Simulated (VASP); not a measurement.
# Na (P-1) in VASP: convergence with ENCUT

Aim: find how far ENCUT must go before the results for Na settle, at PBE. This setting moves, with any that are tied to it; all else stays.

All numbers are computed with VASP 6.6.1; they aren't measurements. Logs are shortened: lines on timing, memory, paths and dates and some standing lists are left out, and cuts for length are marked.

## 1. The cell of the first run

The typed cell holds 1 atom: a = 3.706 Å, b = 3.709 Å, c = 3.700 Å, α = 109.87°, β = 109.98°, γ = 108.30°.

The cell isn't the ideal one: cell strained at random at fixed volume.

## 2. With ENCUT 200 eV

INCAR reads:

```
SYSTEM = Na
ALGO = Fast
EDIFF = 1E-6
ENCUT = 200
GGA = PE
ISIF = 2
ISMEAR = 1
LASPH = .True.
LCHARG = .False.
LREAL = .False.
LWAVE = .False.
NBANDS = 10
NELM = 60
PREC = Accurate
SIGMA = 0.1
```

KPOINTS reads:

```
k-points
0
Gamma
  7 7 7
  0 0 0
```

POSCAR reads:

```
Na
1.0
   -2.1215410000      2.1267090000      2.1697210000
    2.1317920000     -2.1189630000      2.1722260000
    2.1243980000      2.1218200000     -2.1619750000
Na
1
Direct
   -0.0055130000     -0.0017420000     -0.0021250000
```

Potentials or basis: VASP PAW PBE potentials, release 64 (Na_pv).

Started as:

```console
$ cat potpaw_PBE.64/Na_pv/POTCAR > POTCAR
$ mpirun -np 1 vasp_std > vasp.out
```

OUTCAR:

```text
SYSTEM = Na
   EDIFF = 1E-6
   ENCUT = 200
   GGA = PE
   ISIF = 2
   ISMEAR = 1
   LASPH = .True.
   LREAL = .False.
   NELM = 60
   PREC = Accurate

 Found    172 irreducible k-points:

 Following reciprocal coordinates:
            Coordinates               Weight
  0.000000  0.000000  0.000000      1.000000
  0.142857 -0.000000 -0.000000      2.000000
  0.285714 -0.000000 -0.000000      2.000000
  0.428571 -0.000000 -0.000000      2.000000
 -0.000000  0.142857 -0.000000      2.000000
  0.142857  0.142857 -0.000000      2.000000
   k-points           NKPTS =    172   k-points in BZ     NKDIM =    172   number of bands    NBANDS=     10
   number of dos      NEDOS =    301   number of ions     NIONS =      1
   total plane-waves  NPLWV =   5832
   dimension x,y,z NGX =    18 NGY =   18 NGZ =   18
   dimension x,y,z NGXF=    36 NGYF=   36 NGZF=   36
   ions per type =               1
   NGX,Y,Z   is equivalent  to a cutoff of   8.08,  8.07,  8.09 a.u.
   NGXF,Y,Z  is equivalent  to a cutoff of  16.15, 16.14, 16.18 a.u.
 SYSTEM =  Na
   PREC   = accura    normal or accurate (medium, high low for compatibility)
   ISTART =      0    job   : 0-new  1-cont  2-samecut
   ICHARG =      2    charge: 1-file 2-atom 10-const
   ISPIN  =      1    spin polarized calculation?
   LNONCOLLINEAR =      F non collinear calculations
   LSORBIT =      F    spin-orbit coupling
   LASPH  =      T    aspherical Exc in radial PAW
   ENCUT  =  200.0 eV  14.70 Ry    3.83 a.u.   4.27  4.28  4.27*2*pi/ulx,y,z
   NELM   =     60;   NELMIN=  2; NELMDL= -5     # of ELM steps
   EDIFF  = 0.1E-05   stopping-criterion for ELM
   LREAL  =      F    real-space projection
[... 7 lines left out ...]
   TEBEG  =    0.0;   TEEND  =   0.0 temperature during run
   PSTRESS=    0.0 pullay stress
   NELECT =       7.0000    total number of electrons
   NUPDOWN=      -1.0000    fix difference up-down
   EMIN   =  10.00;   EMAX   =-10.00  energy-range for DOS
   EFERMI =   0.00;   METHOD = LEGACY
   ISMEAR =     1;   SIGMA  =   0.10  broadening in eV -4-tet -1-fermi 0-gaus
   EFERMI_NEDOS =   21; number of points for ismear=-14 and -15
   IALGO  =     68    algorithm
   IMIX   =      4    mixing-type and parameters
     AMIX     =   0.40;   BMIX     =  1.00
     AMIX_MAG =   1.60;   BMIX_MAG =  1.00
  volume/ion in A,a.u.               =      39.26       264.91
  Fermi-wavevector in a.u.,A,eV,Ry     =   0.921448  1.741284 11.552250  0.849066
  Thomas-Fermi vector in A             =   2.046866
   LORBIT       =      0    0 simple, 1 ext, 2 COOP (PROOUT), +10 PAW based schemes
   GGA     = PE    functional components
   LHFCALC =     F    Hartree Fock is set to
   AEXX    =    0.0000 exact exchange contribution
   IVDW    =     0    specifies the selected vdW correction
   LEPSILON=     F    determine dielectric tensor
   LRPA    =     F    only Hartree local field effects (RPA)
 non-spin polarized calculation
 RMM-DIIS sequential band-by-band and
 Methfessel and Paxton  Order N= 1 SIGMA  =   0.10
  energy-cutoff  :      200.00
  volume of cell :       39.26
 maximum number of plane-waves:       260
 NGX is ok and might be reduce to    18
   NGX =  9   NGY =  9   NGZ =  9

 number of electron       7.0000002 magnetization

 Free energy of the ion-electron system (eV)
  ---------------------------------------------------
  ext. energy  EPLUGINS =         0.00000000
  ---------------------------------------------------
  free energy    TOTEN  =        -1.01081680 eV

  energy without entropy =       -1.01002508  energy(sigma->0) =       -1.01055289

 E-fermi :   0.0698     XC(G=0):  -6.3672

 val. band max:        0.0514717264   @ k =   0.2857  -0.4286   0.2857
 cond. band min:       0.2555987981   @ k =  -0.1429  -0.4286   0.1429
 fundamental gap:      0.2041270717
 Fermi energy:         0.0698010462

 k-point     1 :       0.0000    0.0000    0.0000
  band No.  band energies     occupation
      1     -25.0799      2.00000
      2     -25.0774      2.00000
      3     -25.0489      2.00000
      4      -3.0150      2.00000
      5      11.4077      0.00000
      6      11.4369      0.00000
      7      11.7276      0.00000
      8      12.3525      0.00000
      9      12.6487      0.00000
     10      12.8601      0.00000

 k-point     2 :       0.1429   -0.0000   -0.0000
  band No.  band energies     occupation
      1     -25.0986      2.00000
      2     -25.0630      2.00000
      3     -25.0615      2.00000
      4      -2.6743      2.00000
      5       8.4310      0.00000
      6      10.1754      0.00000
      7      10.6142      0.00000
      8      11.0055      0.00000
      9      11.6701      0.00000
     10      13.2660      0.00000

 k-point     3 :       0.2857   -0.0000   -0.0000
  band No.  band energies     occupation
      1     -25.1174      2.00000
      2     -25.0921      2.00000
      3     -25.0857      2.00000
      4      -1.6642      2.00000
      5       5.0859      0.00000
      6       8.9343      0.00000
      7       9.5754      0.00000
      8       9.8292      0.00000
      9      10.8013      0.00000
     10      14.0147      0.00000

 k-point     4 :       0.4286   -0.0000   -0.0000
  band No.  band energies     occupation
      1     -25.1260      2.00000
      2     -25.0925      2.00000
      3     -25.0851      2.00000
      4      -0.0225      2.03039
      5       2.2722      0.00000
      6       8.2944      0.00000
      7       9.0491      0.00000
      8       9.2413      0.00000
      9      10.2223      0.00000
     10      15.2574      0.00000

 k-point     5 :      -0.0000    0.1429   -0.0000
  band No.  band energies     occupation
      1     -25.0983      2.00000
      2     -25.0642      2.00000
      3     -25.0607      2.00000
      4      -2.6753      2.00000
      5       8.3993      0.00000
      6      10.2003      0.00000
      7      10.6308      0.00000
      8      11.0279      0.00000
      9      11.6720      0.00000
     10      13.2725      0.00000

 k-point     6 :       0.1429    0.1429   -0.0000
  band No.  band energies     occupation
      1     -25.1128      2.00000
      2     -25.0817      2.00000
      3     -25.0656      2.00000
      4      -2.0093      2.00000
      5       6.6779      0.00000
      6       7.2962      0.00000
      7       9.5505      0.00000
      8      11.2563      0.00000
      9      12.0710      0.00000
     10      13.9395      0.00000

 [... further k-points ...]

------------------------ aborting loop because EDIFF is reached ----------------------------------------

  FORCE on cell =-STRESS in cart. coord.  units (eV):
  Direction    XX          YY          ZZ          XY          YZ          ZX
  --------------------------------------------------------------------------------------
  -------------------------------------------------------------------------------------
  Total       -5.2618414     -5.2709132     -5.2733903     -0.0017449     -0.0059394     -0.0020626
  in kB     -214.7525330   -215.1227823   -215.2238797     -0.0712150     -0.2424061     -0.0841817
  external PRESSURE =    -215.0330650 kB  Pullay stress =       0.0000000 kB

 VOLUME and BASIS-vectors are now :
 -----------------------------------------------------------------------------
  energy-cutoff  :      200.00
  volume of cell :       39.26
      direct lattice vectors                 reciprocal lattice vectors
    -2.121541000  2.126709000  2.169721000    -0.000711414  0.234956917  0.229893943
     2.131792000 -2.118963000  2.172226000     0.234398931 -0.000576527  0.229759056
     2.124398000  2.121820000 -2.161975000     0.234796370  0.235219468 -0.000973966

 POSITION                                       TOTAL-FORCE (eV/Angst)
 -----------------------------------------------------------------------------------
      2.13812      2.11702      2.16882        -0.000000      0.000000     -0.000000
 -----------------------------------------------------------------------------------
    total drift:                                0.000106     -0.000361     -0.000332

  FREE ENERGIE OF THE ION-ELECTRON SYSTEM (eV)
  ---------------------------------------------------
  free  energy   TOTEN  =        -1.0108167988 eV

  energy  without entropy=       -1.0100250845  energy(sigma->0) =       -1.01055289
```

stdout:

```text
POSCAR found type information on POSCAR Na
 POSCAR found :  1 types and       1 ions
 scaLAPACK will be used
 LDA part: xc-table for (Slater+PW92), standard interpolation
 POSCAR, INCAR and KPOINTS ok, starting setup
 FFT: planning ... GRIDC
 FFT: planning ... GRID_SOFT
 FFT: planning ... GRID
 WAVECAR not read
 entering main loop
```

Wall time 8 s (1 thread of Intel Xeon Platinum 8488C (Sapphire Rapids), shared host); peak memory 0.11 GiB.

Results:

```
Free energy            : -1.0108 eV
Band gap on the k mesh : none (metal or under the smearing width)
```

## 3. With ENCUT 250 eV

INCAR, as its differences from that of step 2:

```diff
@@ -3,3 +3,3 @@
 EDIFF = 1E-6
-ENCUT = 200
+ENCUT = 250
 GGA = PE
```

KPOINTS is that of step 2.

POSCAR is that of step 2.

Potentials or basis: VASP PAW PBE potentials, release 64 (Na_pv).

Started as:

```console
$ cat potpaw_PBE.64/Na_pv/POTCAR > POTCAR
$ mpirun -np 1 vasp_std > vasp.out
```

Run time: 11 s. Hardware: 1 thread of Intel Xeon Platinum 8488C (Sapphire Rapids), shared host; peak memory 0.12 GiB.

Results:

```yaml
Free_energy: -1.3000 eV
Band_gap_on_the_k_mesh: none (metal or under the smearing width)
```

## 4. With ENCUT 300 eV

INCAR, as its differences from that of step 3:

```diff
@@ -3,3 +3,3 @@
 EDIFF = 1E-6
-ENCUT = 250
+ENCUT = 300
 GGA = PE
```

KPOINTS is that of step 3.

POSCAR is that of step 3.

Started as:

```console
$ cat potpaw_PBE.64/Na_pv/POTCAR > POTCAR
$ mpirun -np 1 vasp_std > vasp.out
```

Run time: 12 s. Hardware: 1 thread of Intel Xeon Platinum 8488C (Sapphire Rapids), shared host; peak memory 0.14 GiB.

What came out:

- Free energy: -1.3099 eV
- Pressure: -0.5 GPa
- Band gap on the k mesh: none (metal or under the smearing width)

## 5. With ENCUT 350 eV

INCAR, as its differences from that of step 4:

```diff
@@ -3,3 +3,3 @@
 EDIFF = 1E-6
-ENCUT = 300
+ENCUT = 350
 GGA = PE
```

KPOINTS is that of step 4.

POSCAR is that of step 4.

Started as:

```console
$ cat potpaw_PBE.64/Na_pv/POTCAR > POTCAR
$ mpirun -np 1 vasp_std > vasp.out
```

It took 19 s on 1 thread of Intel Xeon Platinum 8488C (Sapphire Rapids), shared host; peak memory 0.14 GiB.

Results:

- Free energy: -1.3095 eV
- Pressure: -0.6 GPa
- Band gap on the k mesh: none (metal or under the smearing width)

## 6. With ENCUT 400 eV

INCAR, as its differences from that of step 5:

```diff
@@ -3,3 +3,3 @@
 EDIFF = 1E-6
-ENCUT = 350
+ENCUT = 400
 GGA = PE
```

KPOINTS is that of step 5.

POSCAR is that of step 5.

Potentials or basis: VASP PAW PBE potentials, release 64 (Na_pv).

Started as:

```console
$ cat potpaw_PBE.64/Na_pv/POTCAR > POTCAR
$ mpirun -np 1 vasp_std > vasp.out
```

Run time: 14 s. Hardware: 1 thread of Intel Xeon Platinum 8488C (Sapphire Rapids), shared host; peak memory 0.15 GiB.

What came out:

* Free energy: -1.3090 eV
* Pressure: -0.7 GPa
* Band gap on the k mesh: none (metal or under the smearing width)

## 7. With ENCUT 450 eV

INCAR, as its differences from that of step 6:

```diff
@@ -3,3 +3,3 @@
 EDIFF = 1E-6
-ENCUT = 400
+ENCUT = 450
 GGA = PE
```

KPOINTS is that of step 6.

POSCAR is that of step 6.

Started as:

```console
$ cat potpaw_PBE.64/Na_pv/POTCAR > POTCAR
$ mpirun -np 1 vasp_std > vasp.out
```

Run time: 31 s. Hardware: 1 thread of Intel Xeon Platinum 8488C (Sapphire Rapids), shared host; peak memory 0.17 GiB.

What came out:

| Property | Result |
| --- | --- |
| Free energy | -1.3089 eV |
| Pressure | -0.5 GPa |
| Band gap on the k mesh | none (metal or under the smearing width) |

## 8. With ENCUT 500 eV

INCAR, as its differences from that of step 7:

```diff
@@ -3,3 +3,3 @@
 EDIFF = 1E-6
-ENCUT = 450
+ENCUT = 500
 GGA = PE
```

KPOINTS is that of step 7.

POSCAR is that of step 7.

Started as:

```console
$ cat potpaw_PBE.64/Na_pv/POTCAR > POTCAR
$ mpirun -np 1 vasp_std > vasp.out
```

It took 27 s on 1 thread of Intel Xeon Platinum 8488C (Sapphire Rapids), shared host; peak memory 0.18 GiB.

What came out:

```
Free energy            : -1.3090 eV
Pressure               : -0.5 GPa
Band gap on the k mesh : none (metal or under the smearing width)
```

## 9. With ENCUT 600 eV

INCAR, as its differences from that of step 8:

```diff
@@ -3,3 +3,3 @@
 EDIFF = 1E-6
-ENCUT = 500
+ENCUT = 600
 GGA = PE
```

KPOINTS is that of step 8.

POSCAR is that of step 8.

Potentials or basis: VASP PAW PBE potentials, release 64 (Na_pv).

Started as:

```console
$ cat potpaw_PBE.64/Na_pv/POTCAR > POTCAR
$ mpirun -np 1 vasp_std > vasp.out
```

It took 54 s on 1 thread of Intel Xeon Platinum 8488C (Sapphire Rapids), shared host; peak memory 0.19 GiB.

Results:

```yaml
Free_energy: -1.3091 eV
Pressure: -0.4 GPa
Band_gap_on_the_k_mesh: none (metal or under the smearing width)
```

## 10. With ENCUT 800 eV

INCAR, as its differences from that of step 9:

```diff
@@ -3,3 +3,3 @@
 EDIFF = 1E-6
-ENCUT = 600
+ENCUT = 800
 GGA = PE
```

KPOINTS is that of step 9.

POSCAR is that of step 9.

Started as:

```console
$ cat potpaw_PBE.64/Na_pv/POTCAR > POTCAR
$ mpirun -np 1 vasp_std > vasp.out
```

It took 88 s on 1 thread of Intel Xeon Platinum 8488C (Sapphire Rapids), shared host; peak memory 0.26 GiB.

It converged, with:

* Free energy: -1.3089 eV
* Pressure: -0.4 GPa
* Band gap on the k mesh: none (metal or under the smearing width)

## 11. Summary

```
 ENCUT  energy less the tightest run, at zero smearing (meV/atom)  SCF cycles  CPU time (s)  peak memory (GiB)
200 eV                                                     298.11          10           7.6               0.11
250 eV                                                       8.93          10            10               0.12
300 eV                                                      -0.94          10            11               0.14
350 eV                                                      -0.56          10            18               0.14
400 eV                                                      -0.04          10            12               0.15
450 eV                                                       0.04          11            31               0.17
500 eV                                                      -0.10          10            26               0.18
600 eV                                                      -0.14          11            54               0.19
800 eV                                                       0.00          11            88               0.26
```

Against the tightest run, the energy stays within 1 meV/atom from 300 eV on. The tightest run that finished is the yardstick and may itself not be fully converged.
